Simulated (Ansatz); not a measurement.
Convergence notes, G0W0 on BN (F-43m)

BN (started from an entry of an open crystallographic database), relaxed with r2SCAN; one-shot G0W0 in Ansatz without spin-orbit coupling. The values are computed, spin-unpolarised, and not measurements.

```
CELL_PARAMETERS angstrom
0.00000 1.80482 1.80482
1.80482 0.00000 1.80482
1.80482 1.80482 0.00000
ATOMIC_POSITIONS crystal
B 0.00000 0.00000 0.00000
N 0.25000 0.25000 0.25000
```

Gaps are read over the mesh points alone. G0W0 here is at a finite number of bands, screening cutoff and k mesh, not at the basis limit.
```
 start       potentials      frequency model      mesh  empty bands  screening cutoff (eV)  Kohn-Sham gap (eV)  G0W0 gap (eV)
   PBE              PAW  contour deformation     8×8×8           26                    100                4.48           5.81
   PBE              PAW  contour deformation     8×8×8           64                    180                4.48           6.08
   PBE              PAW  contour deformation     8×8×8          125                    260                4.48           6.19
 HSE06              PAW  contour deformation     8×8×8           64                    180                5.79           6.57
r2SCAN              PAW  contour deformation     8×8×8           64                    180                5.00           6.28
  PBE0              PAW  contour deformation     8×8×8           64                    180                6.56           6.73
   PBE              PAW     Godby-Needs pole     8×8×8           64                    180                4.48           6.02
   PBE              PAW  contour deformation  12×12×12           20                     80                4.48           5.70
   PBE  norm-conserving  contour deformation     8×8×8           64                    180                4.47           6.10
```

Over the mesh points the PBE gap of 4.48 eV becomes a quasiparticle gap of 6.19 eV (Γ to X), a change of +1.71 eV. Renormalisation factors Z lie between 0.81 and 0.85.

Raising bands and cutoff together moves the gap by +0.27 eV (100 to 180 eV), then +0.11 eV (180 to 260 eV); the last step is still large, so the basis limit isn't reached. Starting from HSE06 (5.79 eV against PBE's 4.48 eV) gives 6.57 eV, +0.49 eV from G0W0@PBE at the same screening cutoff. Starting from r2SCAN (5.00 eV against PBE's 4.48 eV) gives 6.28 eV, +0.20 eV from G0W0@PBE at the same screening cutoff. Starting from PBE0 (6.56 eV against PBE's 4.48 eV) gives 6.73 eV, +0.65 eV from G0W0@PBE at the same screening cutoff. The Godby-Needs plasmon pole differs from contour deformation by -0.06 eV. Norm-conserving potentials (wave cutoff 1240 eV against 420 eV) shift the quasiparticle gap by +0.02 eV and the PBE gap by -0.01 eV. r2SCAN runs take a wave cutoff of 500 eV.
